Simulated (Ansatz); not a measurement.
Theory: Ansatz, DFT PBE, scalar-relativistic, plane waves, PAW. Settings: cutoff 420 eV, Γ-centred meshes spaced at most about 0.3 Å⁻¹, and about 0.25 Å⁻¹ or finer for metals (2π included), Gaussian smearing. No spin polarisation.

Temperature and zero-point effects are left out.

Compare these two cells of Nb3C5, each relaxed at this level.

1.

```xyz
16
Lattice="2.1104 -5.4106 0.0000 2.1104 5.4106 0.0000 0.0000 0.0000 9.7647" Properties=species:S:1:pos:R:3 pbc="T T T"
Nb    2.1104    3.7775    9.4029
Nb    2.1104    3.7775    5.2442
Nb    2.1104   -2.4684    7.3235
Nb    2.1104   -3.7775    0.3618
Nb    2.1104   -3.7775    4.5205
Nb    2.1104    2.4684    2.4412
C     2.1104   -4.6208    7.9756
C     2.1104   -1.8098    9.3530
C     2.1104   -4.6208    6.6714
C     2.1104   -1.8098    5.2940
C     2.1104    4.6208    1.7891
C     2.1104    1.8098    0.4117
C     2.1104    4.6208    3.0933
C     2.1104    1.8098    4.4707
C     2.1104    3.3977    7.3235
C     2.1104   -3.3977    2.4412
```

2.

```xyz
8
Lattice="-1.6175 1.6175 7.9882 1.6175 -1.6175 7.9882 1.6175 1.6175 -7.9882" Properties=species:S:1:pos:R:3 pbc="T T T"
Nb    0.0000    0.0000    0.0000
Nb    0.0000    0.0000   10.2544
Nb    0.0000    0.0000    5.7221
C     0.0000    0.0000    2.1960
C     0.0000    0.0000    3.5632
C     0.0000    0.0000   13.7805
C     0.0000    0.0000   12.4132
C     0.0000    0.0000    7.9882
```

**Question.** Which form is favoured at zero pressure, and by what margin per atom?

**Answer.** Cell 2 is lower, by 187 meV/atom. Cell 1 has space group Cmcm (No. 63), 13.9 Å³/atom and no gap on its mesh; cell 2 has space group I4/mmm (No. 139), 10.4 Å³/atom and no gap. Counting C atoms around Nb (those within 1.25 times the shortest such distance or 1.15 times the sum of covalent radii, 1.27 where that leaves under three; a plus sign parts nearer from farther groups; a slash parts the counts of unlike sites), cell 1 has Nb 4+1/6 and cell 2 has Nb 6/6+4. Cell 1 and cell 2 both hold C–C pairs. The denser one is the lower, and pressure would at first widen the difference. Even the lower one lies +0.24 eV/atom against the reference forms of the elements (uncorrected), so neither is stable at this level. Both come from invented guesses. The lowest form computed isn't among them: it has space group P4/mmm (No. 123), 11.4 Å³/atom and lies 69 meV/atom below the best shown.

Cells relaxed within their symmetry can be saddle points. Some structure types and database cells were kept out of the candidates from the start, so a known form may be missing.
